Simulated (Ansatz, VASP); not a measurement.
**GaAs: VASP beside Ansatz**

```
Ga As
1.0
     0.00000    2.82685    2.82685
     2.82685    0.00000    2.82685
     2.82685    2.82685    0.00000
Ga As
1 1
Direct
  0.00000 0.00000 0.00000
  0.25000 0.25000 0.25000
```

Alike in both runs: task relaxation of cell and atoms; functional PBE; k mesh 12 × 12 × 12; occupations gaussian, width 0.02 eV; no spin polarisation.

```csv
,VASP,Ansatz
version,VASP 6.6.1,Ansatz 0.2.0
potentials or method,"VASP PAW PBE potentials, release 64 (Ga_d, As)","scalar-relativistic, plane waves, PAW"
plane-wave cutoff (eV),600,420
valence electrons in the cell,18,28
```

VASP gave:

- gap on the k mesh at the Fermi level, each at its own relaxed structure (eV): 0.15
- relaxed volume (Å³/atom): 23.75
- relaxed cell length with the largest relative difference (Å): 4.065
- energy change over the relaxation (meV/atom): -12

**Question.** What did Ansatz give for the same quantities?

**Answer.** gap on the k mesh at the Fermi level, each at its own relaxed structure (eV): 0.16; relaxed volume (Å³/atom): 23.71; relaxed cell length with the largest relative difference (Å): 4.063; energy change over the relaxation (meV/atom): -11.

The two sets of potentials don't hold the same shells in valence.

PBE usually gives volumes a little too large and moduli too small. Zero-point motion and thermal expansion aren't in these numbers.
